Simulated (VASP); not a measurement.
# SnO2 (Imma) in VASP: further runs, part 2 of 2

VASP 6.6.1. Earlier steps stand in the parts before.

## (3) Electric field gradients, PBEsol

Contents of INCAR:

```
  ALGO = Fast
  EDIFF = 1E-8
  ENCUT = 520
  GGA = PS
  ISIF = 2
  ISMEAR = 0
  LASPH = True
  LCHARG = False
  LEFG = True
  LREAL = False
  LWAVE = False
  NELM = 60
  PREC = Accurate
  SIGMA = 0.02
```

Contents of KPOINTS:

```
k-points
0
Gamma
  5 5 5
```

Contents of POSCAR:

```
SnO2
1.0
   -3.2488970000      3.4144700000      3.4140210000
    3.2488970000     -3.4144700000      3.4140210000
    3.2488970000      3.4144700000     -3.4140210000
Sn O
4 8
Direct
    0.5000000000      0.0000000000      0.0000000000
    0.5000000000      0.5000000000      0.5000000000
    0.0035990000      0.7535990000      0.2500000000
    0.9964010000      0.2464010000      0.7500000000
    0.8064960000      0.8037740000      0.4972780000
    0.8064960000      0.3092180000      0.0027220000
    0.3024350000      0.2459400000      0.0564950000
    0.6894450000      0.2459400000      0.4435050000
    0.3105550000      0.7540600000      0.5564950000
    0.1935040000      0.6907820000      0.9972780000
    0.6975650000      0.7540600000      0.9435050000
    0.1935040000      0.1962260000      0.5027220000
```

Potentials or basis: VASP PAW PBE potentials, release 64 (Sn_d, O).

Run with:

```sh
cat potpaw_PBE.64/Sn_d/POTCAR potpaw_PBE.64/O/POTCAR > POTCAR
mpirun -np 1 vasp_std > vasp.out
```

OUTCAR:

```text
EDIFF = 1E-8
   ENCUT = 520
   GGA = PS
   ISIF = 2
   ISMEAR = 0
   LASPH = True
   LREAL = False
   NELM = 60
   PREC = Accurate

 ion  position               nearest neighbor table
   1  0.500  0.000  0.000-   6 2.09  10 2.09   7 2.09  11 2.09   8 2.09   9 2.09   2 3.25   2 3.25

   2  0.500  0.500  0.500-   5 2.09  12 2.09   9 2.09   8 2.09  11 2.09   7 2.09   1 3.25   1 3.25

   3  0.004  0.754  0.250-  10 2.09  12 2.09   9 2.09  11 2.09   5 2.10   6 2.10   4 3.25   4 3.25

   4  0.996  0.246  0.750-   6 2.09   5 2.09   8 2.09   7 2.09  12 2.10  10 2.10   3 3.25   3 3.25

   5  0.806  0.804  0.497-   4 2.09   2 2.09   3 2.10
   6  0.806  0.309  0.003-   4 2.09   1 2.09   3 2.10
   7  0.302  0.246  0.056-   4 2.09   1 2.09   2 2.09
   8  0.689  0.246  0.444-   4 2.09   2 2.09   1 2.09
   9  0.311  0.754  0.556-   3 2.09   2 2.09   1 2.09
  10  0.194  0.691  0.997-   3 2.09   1 2.09   4 2.10
  11  0.698  0.754  0.944-   3 2.09   1 2.09   2 2.09
  12  0.194  0.196  0.503-   3 2.09   2 2.09   4 2.10

  LATTYP: Found a body centered orthorhombic cell.
 ALAT       =     6.4977940000
 B/A-ratio  =     1.0508246337
 C/A-ratio  =     1.0509628345

  Lattice vectors:

 A1 = (  -3.2488970000,  -3.4144700000,   3.4140210000)
 A2 = (   3.2488970000,  -3.4144700000,  -3.4140210000)
 A3 = (   3.2488970000,   3.4144700000,   3.4140210000)

Analysis of symmetry for initial positions (statically):
=====================================================================
 Subroutine PRICEL returns:
 Original cell was already a primitive cell.

 Routine SETGRP: Setting up the symmetry group for a
 body centered orthorhombic supercell.

 Subroutine GETGRP returns: Found  8 space group operations
 (whereof  4 operations were pure point group operations)
 out of a pool of  8 trial point group operations.

The static configuration has the point symmetry C_2h.
 The point group associated with its full space group is D_2h.

Analysis of symmetry for dynamics (positions and initial velocities):
=====================================================================
 Subroutine PRICEL returns:
 Original cell was already a primitive cell.

 Routine SETGRP: Setting up the symmetry group for a
 body centered orthorhombic supercell.

 Subroutine GETGRP returns: Found  8 space group operations
 (whereof  4 operations were pure point group operations)
 out of a pool of  8 trial point group operations.

The dynamic configuration has the point symmetry C_2h.
 The point group associated with its full space group is D_2h.

 Subroutine INISYM returns: Found  8 space group operations
 (whereof  4 operations are pure point group operations),
 and found     1 'primitive' translations

----------------------------------------------------------------------------------------

                                     Primitive cell

  volume of cell :     151.4905

  direct lattice vectors                    reciprocal lattice vectors
    -3.248897000  3.414470000  3.414021000     0.000000000  0.146435611  0.146454869
[... 165 lines left out ...]
  band No.  band energies     occupation
      1     -15.5865      2.00000
      2     -15.3711      2.00000
      3     -15.3706      2.00000
      4     -14.9648      2.00000
      5     -14.9644      2.00000
      6     -14.9207      2.00000
[... 1549 lines left out ...]
     61      15.1749      0.00000
     62      15.5930      0.00000

 [... further k-points ...]

------------------------ aborting loop because EDIFF is reached ----------------------------------------

  FORCE on cell =-STRESS in cart. coord.  units (eV):
  Direction    XX          YY          ZZ          XY          YZ          ZX
  --------------------------------------------------------------------------------------
  -------------------------------------------------------------------------------------
  Total       -6.6078204     -5.2438616     -5.2196046      0.0000000      0.0000000      0.0000000
  in kB      -69.8849061    -55.4595543    -55.2030110      0.0000000      0.0000000      0.0000000
  external PRESSURE =     -60.1824905 kB  Pullay stress =       0.0000000 kB

 VOLUME and BASIS-vectors are now :
 -----------------------------------------------------------------------------
  energy-cutoff  :      520.00
  volume of cell :      151.49
      direct lattice vectors                 reciprocal lattice vectors
    -3.248897000  3.414470000  3.414021000     0.000000000  0.146435611  0.146454869
     3.248897000 -3.414470000  3.414021000     0.153898385  0.000000000  0.146454869
     3.248897000  3.414470000 -3.414021000     0.153898385  0.146435611  0.000000000

 POSITION                                       TOTAL-FORCE (eV/Angst)
 -----------------------------------------------------------------------------------
     -1.62445      1.70724      1.70701        -0.000000      0.000000     -0.000000
      1.62445      1.70724      1.70701        -0.000000      0.000000     -0.000000
      3.24890     -1.70723      1.73158        -0.000000      0.000000     -0.058777
      0.00000      5.12171      1.68244        -0.000000      0.000000      0.058777
      1.60676      1.70724      3.79978         0.037782      0.000000      0.075462
     -1.60676      1.70723      3.79978        -0.037782     -0.000000      0.075462
     -0.00000      0.38580      1.67929        -0.000000      0.076356      0.032505
      0.00000      3.02867      1.67929        -0.000000     -0.076356      0.032505
      3.24890      0.38580      1.73473        -0.000000      0.076356     -0.032505
      4.85566      1.70723     -0.38576         0.037782      0.000000     -0.075462
      3.24890      3.02867      1.73473         0.000000     -0.076356     -0.032505
      1.64214      1.70723     -0.38576        -0.037782      0.000000     -0.075462
 -----------------------------------------------------------------------------------
    total drift:                                0.000000      0.000000     -0.000000

  FREE ENERGIE OF THE ION-ELECTRON SYSTEM (eV)
  ---------------------------------------------------
  free  energy   TOTEN  =       -79.2502892005 eV

  energy  without entropy=      -79.2502892005  energy(sigma->0) =      -79.25028920

 Electric field gradients (V/A^2)
---------------------------------------------------------------------
 ion       V_xx      V_yy      V_zz      V_xy      V_xz      V_yz
---------------------------------------------------------------------
   1     -51.599    48.714     2.885     0.000     2.739     0.000
   2     -51.599    48.714     2.885     0.000    -2.739     0.000
   3     -51.953     3.160    48.793     0.001     0.001     0.001
   4     -51.953     3.160    48.793     0.001     0.001     0.001
   5      49.462  -112.809    63.347     0.001     0.150     0.001
   6      49.461  -112.808    63.347     0.001    -0.149     0.001
   7      49.409    63.315  -112.724     0.001     0.001     2.026
   8      49.408    63.315  -112.724     0.001     0.001    -2.024
   9      49.408    63.315  -112.724     0.001     0.001    -2.024
  10      49.461  -112.808    63.347     0.001    -0.149     0.001
  11      49.409    63.315  -112.724     0.001     0.001     2.026
  12      49.462  -112.809    63.347     0.001     0.150     0.001
---------------------------------------------------------------------

 Electric field gradients after diagonalization (V/A^2)
 (convention: |V_zz| > |V_xx| > |V_yy|)
----------------------------------------------------------------------
 ion       V_xx      V_yy      V_zz     asymmetry (V_yy - V_xx)/ V_zz
----------------------------------------------------------------------
   1      48.714     3.023   -51.736       0.883
   2      48.714     3.023   -51.736       0.883
   3      48.793     3.160   -51.953       0.878
   4      48.793     3.160   -51.953       0.878
   5      63.349    49.460  -112.809       0.123
   6      63.349    49.460  -112.808       0.123
   7      63.338    49.409  -112.747       0.124
   8      63.339    49.408  -112.747       0.124
   9      63.339    49.408  -112.747       0.124
  10      63.349    49.460  -112.808       0.123
  11      63.338    49.409  -112.747       0.124
  12      63.349    49.460  -112.809       0.123
----------------------------------------------------------------------

           NMR quadrupolar parameters

 Cq : quadrupolar parameter    Cq=e*Q*V_zz/h
 eta: asymmetry parameters     (V_yy - V_xx)/ V_zz
 Q  : nuclear electric quadrupole moment in mb (millibarn)
----------------------------------------------------------------------
 ion       Cq(MHz)       eta       Q (mb)
----------------------------------------------------------------------
   1      -0.125       0.883       1.000
   2      -0.125       0.883       1.000
   3      -0.126       0.878       1.000
   4      -0.126       0.878       1.000
   5      -0.273       0.123       1.000
   6      -0.273       0.123       1.000
   7      -0.273       0.124       1.000
   8      -0.273       0.124       1.000
   9      -0.273       0.124       1.000
  10      -0.273       0.123       1.000
  11      -0.273       0.124       1.000
  12      -0.273       0.123       1.000
----------------------------------------------------------------------
```

Run time: 7.7 min. Hardware: 1 thread of Intel Xeon 6975P-C (Granite Rapids), shared host; peak memory 0.42 GiB.

Results:

```
Free energy            : -79.2503 eV
Pressure               : -6.0 GPa
Largest force          : 0.084 eV/Å
Band gap on the k mesh : 0.53 eV
```

Forces on the atoms (eV/Å):
```
Sn   0.000  0.000  0.000
Sn   0.000  0.000  0.000
Sn   0.000  0.000 -0.059
Sn   0.000  0.000  0.059
O    0.038  0.000  0.075
O   -0.038  0.000  0.075
O    0.000  0.076  0.033
O    0.000 -0.076  0.033
O    0.000  0.076 -0.033
O    0.038  0.000 -0.075
O    0.000 -0.076 -0.033
O   -0.038  0.000 -0.075
```

Electric field gradients, principal values (V/Å²):
```tsv
atom	Vxx	Vyy	Vzz
1 Sn	3.023	48.714	-51.736
2 Sn	3.023	48.714	-51.736
3 Sn	3.160	48.793	-51.953
4 Sn	3.160	48.793	-51.953
5 O	49.460	63.349	-112.809
6 O	49.460	63.349	-112.808
7 O	49.409	63.338	-112.747
8 O	49.408	63.339	-112.747
9 O	49.408	63.339	-112.747
10 O	49.460	63.349	-112.808
11 O	49.409	63.338	-112.747
12 O	49.460	63.349	-112.809
```

Caveat: the PAW data sets were made with another functional, which shifts forces and pressure a little; spin-orbit coupling is left out, which moves the levels of the heavy elements. PBEsol gaps usually lie below the measured ones, often by a third to a half.

## (4) Core levels, PBEsol

Contents of INCAR:

```
  PREC = Accurate
  ENCUT = 520
  EDIFF = 1E-6
  ISMEAR = 0
  SIGMA = 0.02
  LREAL = F
  LASPH = T
  NELM = 100
  ALGO = Normal
  ISIF = 2
  LWAVE = F
  LCHARG = F
  GGA = PS
  ICORELEVEL = 1
```

Contents of KPOINTS:

```
regular mesh
0
Gamma
  5 5 5
```

POSCAR is that of step 3.

Potentials or basis: VASP PAW PBE potentials, release 64 (Sn_d, O).

Run with:

```sh
cat potpaw_PBE.64/Sn_d/POTCAR potpaw_PBE.64/O/POTCAR > POTCAR
mpirun -np 1 vasp_std > vasp.out
```

OUTCAR:

```text
PREC = Accurate
   ENCUT = 520
   EDIFF = 1E-6
   ISMEAR = 0
   LREAL = F
   LASPH = T
   NELM = 100
   ISIF = 2
   GGA = PS

 ion  position               nearest neighbor table
   1  0.500  0.000  0.000-   6 2.09  10 2.09   7 2.09  11 2.09   8 2.09   9 2.09   2 3.25   2 3.25

   2  0.500  0.500  0.500-   5 2.09  12 2.09   9 2.09   8 2.09  11 2.09   7 2.09   1 3.25   1 3.25

   3  0.004  0.754  0.250-  10 2.09  12 2.09   9 2.09  11 2.09   5 2.10   6 2.10   4 3.25   4 3.25

[... 530 lines left out ...]

 VOLUME and BASIS-vectors are now :
 -----------------------------------------------------------------------------
  energy-cutoff  :      520.00
  volume of cell :      151.49
      direct lattice vectors                 reciprocal lattice vectors
    -3.248897000  3.414470000  3.414021000     0.000000000  0.146435611  0.146454869
     3.248897000 -3.414470000  3.414021000     0.153898385  0.000000000  0.146454869
     3.248897000  3.414470000 -3.414021000     0.153898385  0.146435611  0.000000000

 POSITION                                       TOTAL-FORCE (eV/Angst)
 -----------------------------------------------------------------------------------
     -1.62445      1.70724      1.70701        -0.000000     -0.000000     -0.000000
      1.62445      1.70724      1.70701        -0.000000     -0.000000     -0.000000
      3.24890     -1.70723      1.73158         0.000000     -0.000000     -0.058791
      0.00000      5.12171      1.68244        -0.000000     -0.000000      0.058791
      1.60676      1.70724      3.79978         0.037797      0.000000      0.075463
     -1.60676      1.70723      3.79978        -0.037797     -0.000000      0.075463
     -0.00000      0.38580      1.67929         0.000000      0.076352      0.032525
      0.00000      3.02867      1.67929        -0.000000     -0.076352      0.032525
      3.24890      0.38580      1.73473         0.000000      0.076352     -0.032525
      4.85566      1.70723     -0.38576         0.037797     -0.000000     -0.075463
      3.24890      3.02867      1.73473        -0.000000     -0.076352     -0.032525
      1.64214      1.70723     -0.38576        -0.037797     -0.000000     -0.075463
 -----------------------------------------------------------------------------------
    total drift:                                0.000000      0.000000     -0.000000

  FREE ENERGIE OF THE ION-ELECTRON SYSTEM (eV)
  ---------------------------------------------------
  free  energy   TOTEN  =       -79.2502887135 eV

  energy  without entropy=      -79.2502887135  energy(sigma->0) =      -79.25028871
```

stdout:

```text
POSCAR found type information on POSCAR SnO
 POSCAR found :  2 types and      12 ions
 scaLAPACK will be used
 -----------------------------------------------------------------------------
|                                                                             |
|                                                                             |
|     You enforced a specific xc type in the INCAR file but a different       |
|     I HOPE YOU KNOW WHAT YOU ARE DOING!                                     |
|                                                                             |
 -----------------------------------------------------------------------------

 LDA part: xc-table for (Slater+PW92), standard interpolation
 POSCAR, INCAR and KPOINTS ok, starting setup
 FFT: planning ... GRIDC
 FFT: planning ... GRID_SOFT
 FFT: planning ... GRID
 WAVECAR not read
 entering main loop
```

Wall time 4.5 min (1 thread of Intel Xeon 6975P-C (Granite Rapids), shared host); peak memory 0.4 GiB.

What came out:

```yaml
Free_energy: -79.2503 eV
Pressure: -6.0 GPa
Largest_force: 0.084 eV/Å
Band_gap_on_the_k_mesh: 0.53 eV
```

Forces on the atoms (eV/Å):
```
Sn   0.000  0.000  0.000
Sn   0.000  0.000  0.000
Sn   0.000  0.000 -0.059
Sn   0.000  0.000  0.059
O    0.038  0.000  0.075
O   -0.038  0.000  0.075
O    0.000  0.076  0.033
O    0.000 -0.076  0.033
O    0.000  0.076 -0.033
O    0.038  0.000 -0.075
O    0.000 -0.076 -0.033
O   -0.038  0.000 -0.075
```

Core levels (eV, on the scale of the bands):
```csv
atom,levels
1 Sn,"1s -28995.7, 2s -4367.1, 2p -3918.7, 3s -833.5, 3p -687.0, 3d -461.7, 4s -122.6, 4p -78.4"
2 Sn,"1s -28995.7, 2s -4367.1, 2p -3918.7, 3s -833.5, 3p -687.0, 3d -461.7, 4s -122.6, 4p -78.4"
3 Sn,"1s -28995.7, 2s -4367.1, 2p -3918.7, 3s -833.5, 3p -687.0, 3d -461.7, 4s -122.6, 4p -78.4"
4 Sn,"1s -28995.7, 2s -4367.1, 2p -3918.7, 3s -833.5, 3p -687.0, 3d -461.7, 4s -122.6, 4p -78.4"
5 O,1s -499.4
6 O,1s -499.4
```

Caveat: the PAW data sets were made with another functional, which shifts forces and pressure a little; spin-orbit coupling is left out, which moves the levels of the heavy elements.

## (5) Overview

```csv
task,k mesh for the DOS,occupations for the DOS,gap on the mesh (eV),pressure (GPa),largest force (eV/Å)
density of states,8 × 8 × 8,tetrahedron,-,-,-
electric field gradients,-,-,0.53,-6.0,0.08
core levels,-,-,0.53,-6.0,0.08
```

Alike in all rows: level PBEsol; potentials or basis VASP PAW PBE potentials, release 64 (Sn_d, O); no spin polarisation; cell as given; k mesh 5 × 5 × 5; cutoff (eV) 520; smearing gaussian 0.02 eV.

Caveats: the PAW data sets were made with another functional, which shifts forces and pressure a little; spin-orbit coupling is left out, which moves the levels of the heavy elements (some runs).

Absolute energies hang on the potentials; compare differences alone.
